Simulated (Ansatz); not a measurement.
**AlNi3 in Ansatz: the effect of functional**

AlNi3:

```
CELL_PARAMETERS angstrom
3.49941 0.00000 0.00000
0.00000 3.49941 0.00000
0.00000 0.00000 3.49941
ATOMIC_POSITIONS crystal
Ni 0.50000 0.50000 0.00000
Ni 0.50000 0.00000 0.50000
Ni 0.00000 0.50000 0.50000
Al 0.00000 0.00000 0.00000
```

The cell is a database's computed one.

The cell isn't the ideal one: volume scaled by 0.98.

Alike in all runs:

```yaml
Program: Ansatz 0.2.0
Task: single point
Potentials_or_basis: Ansatz PAW
k_mesh: 8 × 8 × 8
Occupations: fermi-dirac, width 0.05 eV
Spin: collinear spin, ferromagnetic start
Starting_moments: "[1.0, 1.0, 1.0, 0.0] μB"
```

```tsv
functional	cutoff	pressure (GPa)	moment (μB)
LDA	420 eV (not typed: the program's choice for these potentials)	?	?
PBEsol	420 eV (not typed: the program's choice for these potentials)	3.6	0.63
r2SCAN	500 eV (not typed: the program's choice for these potentials)	4.8	0.86
```

**Question.** What does the run with functional LDA give?

**Answer.** Pressure -3.5 GPa; moment 0.45 μB.

Caveats: the PAW data sets come from PBE, with cores solved anew for the run's functional, which leaves a small shift of forces and pressure; the magnetic or orbital state may not be the lowest (some runs).
